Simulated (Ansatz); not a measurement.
## Lattice dynamics of SnO2 monolayer (2H)

Aim: the vibrations of SnO2 monolayer (2H), their spectra, and whether the structure is stable.

Main program and level: Ansatz 0.2.0; DFT LDA, scalar-relativistic, plane waves, PAW.

## (1) The starting structure

The cell holds 3 atoms: 1 Sn and 2 O. Its edges and angles: a = 3.320 Å, b = 3.320 Å, c = 20.000 Å, α = 90.0°, β = 90.0°, γ = 120.0°. Vacuum lies along c.

## (2) Coarse relaxation

The start is far from rest, so a relaxation with loose tolerances brings it close first.

The program solves this slab on a cell height of its own, 28.7 Å, in place of the one typed.

Input file input.yaml:

```yaml
crystal:
  lattice:
    - [3.32, 0.0, 0.0]
    - [-1.66, 2.8752, 0.0]
    - [0.0, 0.0, 20.0]
  atoms:
    - { symbol: Sn, position: [0.333333, 0.666667, 0.5] }
    - { symbol: O, position: [0.666667, 0.333333, 0.56125] }
    - { symbol: O, position: [0.666667, 0.333333, 0.43875] }
  periodic: [true, true, false]
kpoints:
  mp_grid: { grid: [9, 9, 1] }
hamiltonian:
  xc: lda
scf:
  occupations: { method: gaussian, width: 0.1 }
output:
  forces: true
  stress: true
  eigenvalues: true
relax:
  adjacent_minimum: "off"
  f_tol: 0.05
  max_steps: 80
  cell: { stress_2d_tol: 0.02 }
```

Started as:

```bash
ansatz run input.yaml --threads 8 --pin off --max-ram 14336MiB --backend cpu --events-out ev --progress --plain --runs-dir out
```

Numbers of over 12 decimals in the logs are rounded to 6 here.

Log:

```text
[...]
F+E_penalty+E_count = -6987.93854579 eV   max|allowed force component| = 2.843e-4 eV/Å   (the final SCF, on the basis selected at the relaxed cell)
  cell:  # Å, volume = 229.6420 Å³
    - [3.039621, 0.0, 0.0]
    - [-1.519810, 2.632389, 0.0]
    - [0.0, 0.0, 28.700000]
  atoms:
    - { symbol: Sn, position: [0.333333, 0.666667, 0.348432] }
    - { symbol: O, position: [0.666667, 0.333333, 0.390538] }
    - { symbol: O, position: [0.666667, 0.333333, 0.306326] }
[key lines of the parts left out:]
SCF converged after 6 iterations
Free energy (F): -6987.938546 eV
Fermi energy:    -8.449146 eV
P = ½ c Tr σ = -0.0157 N/m
```

Wall time 9 s (8 threads of Arm Neoverse V2, shared host); peak memory 0.61 GiB; 61 s of CPU time.

Step by step:

```csv
step,energy less that of the first step (eV),largest force component (eV/Å),volume (Å³)
1,0.0000,0.6959,273.96
2,-0.6318,0.6584,247.65
3,-0.6617,1.9240,222.91
4,-0.8037,0.4294,229.93
5,-0.8105,0.0922,230.66
6,-0.8112,0.0026,230.37
7*,-0.7909,0.0027,230.37
8,-0.7921,0.0002,229.64
9*,-0.7913,0.0003,229.64
```

Relaxation steps marked * repeat the geometry before them on a plane-wave basis chosen anew for their cell, so energy and pressure can jump there.

The run keeps the 12 symmetry operations that it works with, so distortions that break them were not tested.

```csv
cell as run,before,after,change
a (Å),3.320,3.040,-8.4 %
b (Å),3.320,3.040,-8.4 %
```

The atoms that moved most (Å, along periodic axes as changes of fractional coordinates times the final cell, across vacuum about the mean position):

```csv
atom,dx,dy,dz,length
O3,0.000,0.000,0.017,0.017
O2,0.000,0.000,-0.017,0.017
```

Final coordinates:

```
Sn O
1.0
     3.03962    0.00000    0.00000
    -1.51981    2.63239    0.00000
     0.00000    0.00000   28.70000
Sn O
1 2
Direct
  0.33333 0.66667 0.34843
  0.66667 0.33333 0.39054
  0.66667 0.33333 0.30633
```

Numbers from this step:

```yaml
gap_on_the_k_mesh: 0.6602 eV
direct_gap_on_mesh: 1.426 eV
area_per_atom: 2.667 Å²
```

The relaxation ends with a largest force component of 2.8e-4 eV/Å.

## (3) Relaxation

The cell and atoms are relaxed, since residual forces and stress would shift the frequencies.

Input file input.yaml:

```yaml
crystal:
  lattice:
    - [3.0396207072, 0.0, 0.0]
    - [-1.5198103536, 2.6323887503, 0.0]
    - [0.0, 0.0, 28.7]
  atoms:
    - { symbol: Sn, position: [0.3333333333, 0.6666666667, 0.3484320557] }
    - { symbol: O, position: [0.6666666667, 0.3333333333, 0.3905383306] }
    - { symbol: O, position: [0.6666666667, 0.3333333333, 0.3063257809] }
  periodic: [true, true, false]
kpoints:
  mp_grid: { grid: [12, 12, 1] }
hamiltonian:
  xc: lda
scf:
  occupations: { method: gaussian, width: 0.02 }
output:
  forces: true
  stress: true
  eigenvalues: true
  write_density: true
  write_potential: true
  elf: true
  volumetric_format: npy
relax:
  adjacent_minimum: "off"
  f_tol: 0.005
  max_steps: 80
  cell: { stress_2d_tol: 0.02 }
```

Log:

```text
[...]
Crystal: 3 atoms, lattice volume = 229.642 Å³
Basis set: ecut = 420 eV, 4451 PW (Γ)
Bands: 17, of which v1, the nominal top of the filled ones, is band 13 counted from 1 (12 counted from 0)
Symmetry: 12 space group operations
[...]
k-points: 19 of 144 (time reversal used)
[...]
SCF iter   1: F=—  HF=-6987.981193 eV  |F-HF|=—  |Δ(HF+E_count)|=         —  Δρ=8.55e-3  dr2=1.49e-1  ethr=1.77e-3  ⟨swp⟩=14.8  Hψ=3309  notcnv=0
[...]
SCF iter  10: F=-6987.938658 eV  HF=-6987.938658 eV  |F-HF|=5.46e-12  |Δ(HF+E_count)|=  9.09e-12  Δρ=1.36e-8  dr2=2.78e-13  ethr=1.00e-12  ⟨swp⟩=8.1  Hψ=2141  notcnv=0
SCF 1 converged in 10 iterations: F = -6987.938658 eV  dr2 = 2.78e-13
[...]
relax step   1: F+E_penalty+E_count = -6987.93865807 eV  Δ(F+E_penalty+E_count) = +0.000e0 eV  max|allowed force component| = 4.233e-4 eV/Å  Δτ_max = 0.0000 Å  P = -0.019 N/m  Ω = 229.642 Å³  fix = [c, alpha, beta]  reactions: c -0.000 N/m  (10 SCF iters, accepted)
[...]
SCF iter   1: F=—  HF=-6987.938602 eV  |F-HF|=—  |Δ(HF+E_count)|=         —  Δρ=5.98e-7  dr2=1.30e-9  ethr=1.87e-7  ⟨swp⟩=6.8  Hψ=5007  notcnv=0
eigensolver tolerance schedule: the retry pair's looser diagonalisation over-reported the residual by 37304.28 of it (diagonalisation noise at an unbounded share of the residual, at the tolerance the schedule requests for it); recorded, not acted on — ethr = c·dr2/N_el stays at c = 1.0e-1
[...]
SCF iter   2: F=—  HF=-6987.938658 eV  |F-HF|=—  |Δ(HF+E_count)|=   5.57e-5  Δρ=5.43e-7  dr2=1.26e-9  ethr=5.00e-12  ⟨swp⟩=7.2  Hψ=1503  notcnv=0
[...]
SCF iter   8: F=-6987.938658 eV  HF=-6987.938658 eV  |F-HF|=2.55e-11  |Δ(HF+E_count)|=  2.91e-11  Δρ=1.80e-8  dr2=1.06e-12  ethr=1.00e-12  ⟨swp⟩=11.1  Hψ=2460  notcnv=0
SCF 2 converged in 8 iterations: F = -6987.938658 eV  dr2 = 1.06e-12
relax step   2: F+E_penalty+E_count = -6987.93865807 eV  Δ(F+E_penalty+E_count) = +2.728e-12 eV  max|allowed force component| = 4.240e-4 eV/Å  Δτ_max = 0.0000 Å  P = -0.019 N/m  Ω = 229.642 Å³  fix = [c, alpha, beta]  reactions: c -0.000 N/m  stress off target by 1.92e-2 N/m on what of the cell is left free  SCF on the basis re-selected at this cell (its energy is not comparable with the rows above)  (8 SCF iters)
[...]
WARN: The output density's exchange-correlation potential varies sharply where the density is thin. Do not read a vacuum level from v_tot or v_xc, or from such a field of the output density. On a cell that repeats whose density bears no net charge and no dipole along the vacuum's axis use v_es (v_loc + v_h of the components); under efield.dipole_correction with no amplitude use v_es + v_field, which holds any externa [...]
SCF converged after 8 iterations
Free energy (F): -6987.938658 eV
[...]
Internal energy: -6987.938658 eV  (E = F + TS)
E sigma→0 (E₀):  -6987.938658 eV
Fermi energy:    -8.456930 eV
[...]
--- Forces (eV/Å), atoms counted from 1 ---
  atom   1  Sn    -0.00000000    -0.00000000    -0.00000000
  atom   2  O      0.00000000     0.00000000    -0.00042405
  atom   3  O      0.00000000     0.00000000     0.00042405
  max |Σ_I F_I| component: 1.11e-16 eV/Å
--- 2D stress c σ (N/m, compression-positive) ---
       -0.019225      -0.000000      -0.000000
        0.000000      -0.019225       0.000000
        0.000000       0.000000       0.000000
  P = ½ c Tr σ = -0.0192 N/m
--- Band table (eV; the first three rows and the last of 19) ---
  k-point 0: bands = [... 9 lower, -10.2146, -9.6524, -9.6524, -9.5529, -8.1270, -2.8933, -0.3468, -0.0920]
  k-point 1: bands = [... 9 lower, -10.3184, -9.9379, -9.6634, -9.5072, -7.6663, -2.5428, -0.2223, 0.0571]
  k-point 2: bands = [... 9 lower, -10.6164, -10.5954, -9.6936, -9.3851, -6.8363, -1.6868, -0.2332, 0.2846]
  k-point 18: bands = [... 9 lower, -12.3099, -11.9045, -10.8470, -8.7873, -3.8653, -3.7451, 1.4371, 1.8659]
--- Relaxed structure (1 steps of the walk, 1 accepted, 1 SCFs on fresh bases) ---
[...]
cell:  # Å, volume = 229.6420 Å³
    - [3.039621, 0.0, 0.0]
    - [-1.519810, 2.632389, 0.0]
    - [0.0, 0.0, 28.7]
  atoms:
    - { symbol: Sn, position: [0.333333, 0.666667, 0.348432] }
    - { symbol: O, position: [0.666667, 0.333333, 0.390538] }
    - { symbol: O, position: [0.666667, 0.333333, 0.306326] }
```

The job ended after 3.9 s (8 threads; peak memory 0.56 GiB; 28 s of CPU time).

Little changed from the start: no atom moved by 0.005 Å and no cell edge by 0.1 %.

This step gave:

```yaml
gap_on_the_k_mesh: 0.6603 eV
```

Valence density in the ac plane at fractional y = 0.333, with atoms of O within 0.2 Å of it. It is the smooth field of the valence electrons, not physical close to the nuclei.

Ten steps, logarithmic in the rise over the least value, from '_' (0.0 e/Å³) to '@' (5.3 e/Å³), each cell a mean:
```
________________________________
________________________________
________________________________
________________________________
________________________________
________________________________
________________________________
________________________________
________________________________
________________________________
________________________________
________________________________
________________________________
____________....::--------::::..
----::::::--==**##@@@@@@@@%%**++
==++++++++++======++++++++++====
==----------==**##@@@@@@@@%%**++
..________....::--========--::..
________________________________
________________________________
________________________________
________________________________
________________________________
________________________________
```
Columns run along a (3.0 Å), rows up along c (28.7 Å). Atoms in or near the plane, at fractional coordinates: O at (0.67, 0.39), O at (0.67, 0.31).

Electrostatic potential energy in the ac plane at fractional y = 0.333, with atoms of O within 0.2 Å of it. With pseudopotentials it is smooth inside the atoms' cores, unlike the true potential.

Values in eV, 24 rows by 16 columns, each cell a mean:
```
  0   0   0   0   0   0   0   0   0   0   0   0   0   0   0   0
  0   0   0   0   0   0   0   0   0   0   0   0   0   0   0   0
  0   0   0   0   0   0   0   0   0   0   0   0   0   0   0   0
  0   0   0   0   0   0   0   0   0   0   0   0   0   0   0   0
  0   0   0   0   0   0   0   0   0   0   0   0   0   0   0   0
  0   0   0   0   0   0   0   0   0   0   0   0   0   0   0   0
  0   0   0   0   0   0   0   0   0   0   0   0   0   0   0   0
  0   0   0   0   0   0   0   0   0   0   0   0   0   0   0   0
  0   0   0   0   0   0   0   0   0   0   0   0   0   0   0   0
  0   0   0   0   0   0   0   0   0   0   0   0   0   0   0   0
  0   0   0   0   0   0   0   0   0   0   0   0   0   0   0   0
  0   0   0   0   0   0   0   0   0   0   0   0   0   0   0   0
  0   0   0   0   0   0   0   0   0   0   0   0   0   0   0   0
  0   0  -1  -1   0   0   0   0  -1  -1  -1  -2  -1  -1   0   0
 -6  -6  -6  -7  -6  -6  -6 -12 -23 -26 -26 -26 -26 -24 -16  -6
-19 -23 -24 -24 -23 -20 -16 -12 -10 -10 -11 -11 -10  -9 -11 -14
 -7  -7  -8  -8  -8  -7  -7 -13 -23 -26 -26 -26 -26 -24 -17  -7
 -1  -1  -1  -1  -1  -1  -1  -1  -1  -3  -4  -5  -3  -2  -1  -1
  0   0   0   0   0   0   0   0   0   0   0   0   0   0   0   0
  0   0   0   0   0   0   0   0   0   0   0   0   0   0   0   0
  0   0   0   0   0   0   0   0   0   0   0   0   0   0   0   0
  0   0   0   0   0   0   0   0   0   0   0   0   0   0   0   0
  0   0   0   0   0   0   0   0   0   0   0   0   0   0   0   0
  0   0   0   0   0   0   0   0   0   0   0   0   0   0   0   0
```
Columns run along a (3.0 Å; values clipped at the 3rd and 97th percentile), rows up along c (28.7 Å). Atoms in or near the plane, at fractional coordinates: O at (0.67, 0.39), O at (0.67, 0.31).

ELF in the ac plane at fractional y = 0.333, with atoms of O within 0.2 Å of it. It is the smooth field of the valence electrons, not physical close to the nuclei.

Values, 24 rows by 16 columns, each cell a mean:
```
0.00 0.00 0.00 0.00 0.00 0.00 0.00 0.00 0.00 0.00 0.00 0.00 0.00 0.00 0.00 0.00
0.00 0.00 0.00 0.00 0.00 0.00 0.00 0.00 0.00 0.00 0.00 0.00 0.00 0.00 0.00 0.00
0.00 0.00 0.00 0.00 0.00 0.00 0.00 0.00 0.00 0.00 0.00 0.00 0.00 0.00 0.00 0.00
0.00 0.00 0.00 0.00 0.00 0.00 0.00 0.00 0.00 0.00 0.00 0.00 0.00 0.00 0.00 0.00
0.00 0.00 0.00 0.00 0.00 0.00 0.00 0.00 0.00 0.00 0.00 0.00 0.00 0.00 0.00 0.00
0.00 0.00 0.00 0.00 0.00 0.00 0.00 0.00 0.00 0.00 0.00 0.00 0.00 0.00 0.00 0.00
0.00 0.00 0.00 0.00 0.00 0.00 0.00 0.00 0.00 0.00 0.00 0.00 0.00 0.00 0.00 0.00
0.00 0.00 0.00 0.00 0.00 0.00 0.00 0.00 0.00 0.00 0.00 0.00 0.00 0.00 0.00 0.00
0.00 0.00 0.00 0.00 0.00 0.00 0.00 0.00 0.00 0.00 0.00 0.00 0.00 0.00 0.00 0.00
0.00 0.00 0.00 0.00 0.00 0.00 0.00 0.00 0.00 0.00 0.00 0.00 0.00 0.00 0.00 0.00
0.00 0.00 0.00 0.00 0.00 0.00 0.00 0.00 0.00 0.00 0.00 0.00 0.00 0.00 0.00 0.00
0.00 0.00 0.00 0.00 0.00 0.00 0.00 0.00 0.00 0.00 0.00 0.00 0.00 0.00 0.00 0.00
0.00 0.00 0.00 0.00 0.00 0.00 0.00 0.01 0.02 0.03 0.03 0.03 0.03 0.02 0.01 0.01
0.12 0.04 0.01 0.01 0.02 0.09 0.22 0.36 0.47 0.54 0.57 0.58 0.55 0.49 0.40 0.27
0.41 0.18 0.09 0.09 0.14 0.33 0.59 0.76 0.81 0.76 0.65 0.62 0.73 0.81 0.79 0.66
0.21 0.23 0.25 0.25 0.24 0.22 0.23 0.28 0.34 0.37 0.38 0.38 0.38 0.36 0.30 0.24
0.40 0.19 0.11 0.11 0.15 0.32 0.56 0.73 0.79 0.75 0.63 0.61 0.71 0.79 0.77 0.63
0.16 0.05 0.01 0.01 0.03 0.12 0.28 0.43 0.54 0.62 0.65 0.65 0.63 0.57 0.47 0.33
0.00 0.00 0.00 0.00 0.00 0.00 0.01 0.02 0.03 0.04 0.05 0.05 0.05 0.04 0.02 0.01
0.00 0.00 0.00 0.00 0.00 0.00 0.00 0.00 0.00 0.00 0.00 0.00 0.00 0.00 0.00 0.00
0.00 0.00 0.00 0.00 0.00 0.00 0.00 0.00 0.00 0.00 0.00 0.00 0.00 0.00 0.00 0.00
0.00 0.00 0.00 0.00 0.00 0.00 0.00 0.00 0.00 0.00 0.00 0.00 0.00 0.00 0.00 0.00
0.00 0.00 0.00 0.00 0.00 0.00 0.00 0.00 0.00 0.00 0.00 0.00 0.00 0.00 0.00 0.00
0.00 0.00 0.00 0.00 0.00 0.00 0.00 0.00 0.00 0.00 0.00 0.00 0.00 0.00 0.00 0.00
```
Columns run along a (3.0 Å), rows up along c (28.7 Å). Atoms in or near the plane, at fractional coordinates: O at (0.67, 0.39), O at (0.67, 0.31).

## (4) Relaxing to small forces for the phonons

Phonons need a cell at rest on their own settings, so the relaxation is repeated with tight tolerances on forces and stress on the k mesh and occupations of the first response run.

input.yaml, the sections that differ from step 3:

```yaml
scf:
  occupations: { method: fixed }
output:
  forces: true
  stress: true
  eigenvalues: true
relax:
  adjacent_minimum: "off"
  f_tol: 0.001
  max_steps: 60
  cell: { stress_2d_tol: 0.002 }
# crystal, kpoints, hamiltonian: as in step 3
```

Log:

```text
[...]
Crystal: 3 atoms, lattice volume = 229.642 Å³
Basis set: ecut = 420 eV, 4451 PW (Γ)
Bands: 17, of which v1, the nominal top of the filled ones, is band 13 counted from 1 (12 counted from 0)
Symmetry: 12 space group operations
[...]
k-points: 19 of 144 (time reversal used)
[...]
--- Relaxed structure (3 steps of the walk, 3 accepted, 1 SCFs on fresh bases) ---
[...]
cell:  # Å, volume = 229.6069 Å³
    - [3.039388, 0.0, 0]
    - [-1.519694, 2.632188, 0]
    - [0, 0, 28.7]
  atoms:
    - { symbol: Sn, position: [0.333333, 0.666667, 0.348432] }
    - { symbol: O, position: [0.666667, 0.333333, 0.390539] }
    - { symbol: O, position: [0.666667, 0.333333, 0.306325] }
[key lines of the parts left out:]
SCF converged after 9 iterations
Free energy (F): -6987.938666 eV
Fermi energy:    -8.787851 eV
P = ½ c Tr σ = -0.0014 N/m
```

Elapsed: 5.7 s, on 8 threads; peak memory 0.58 GiB; 40 s of CPU time.

Little changed from the start: no atom moved by 0.005 Å and no cell edge by 0.1 %.

Numbers from this step:

```yaml
gap_on_the_k_mesh: 0.6614 eV
direct_gap_on_mesh: 1.427 eV
```

The largest force component left is 0.25 meV/Å, within the tolerances set.

[end of part 1 of 3]

[Logs are printed without paths, hosts, clocks, repeated set-up lines and the standing remarks that a program may print on its own settings, such as how far it seeks lower states.]

[Hosts, paths, dates, database ids (printed as entryN), source tags and the programs' standing remarks are cut or masked in the printed files.]
